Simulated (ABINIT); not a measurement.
TiCo:

```
CELL_PARAMETERS angstrom
2.98611 0.00000 0.00000
0.00000 2.98611 0.00000
0.00000 0.00000 2.98611
ATOMIC_POSITIONS crystal
Co 0.50000 0.50000 0.50000
Ti 0.00000 0.00000 0.00000
```

The cell comes from a database or a generator and needn't be the stable form of this composition.

Base run:

* Program: ABINIT 10.8.3 (patched build)
* Functional: LDA
* Potentials or basis: JTH PAW PBE v2.0
* Cutoff: 844 eV
* k mesh: 9 × 9 × 9
* Occupations: fermi-dirac, width 0.05 eV
* Spin: collinear spin, ferromagnetic start
* Starting moments: [2.0, 1.0] μB

Its results: band gap on the k mesh none (metal or under the smearing width); pressure -14.2 GPa; net moment 0.48 μB per cell; site moments Co +0.52; Ti -0.02 μB.

Q: After a change of settings the same cell gave: band gap on the k mesh none (metal or under the smearing width); pressure 3.8 GPa; net moment 0.84 μB per cell; site moments Co +0.97; Ti -0.05 μB. Which change was it?
A. functional from LDA to PBE
B. functional from LDA to PBEsol
C. functional from LDA to PW91
D. functional from LDA to RPBE

A: D.

RPBE binds less tightly than LDA, so the same cell stands under more pressure.

Caveats: small starting moments can end in a higher magnetic state in this program; the PAW data sets were made with another functional, which shifts forces and pressure a little.
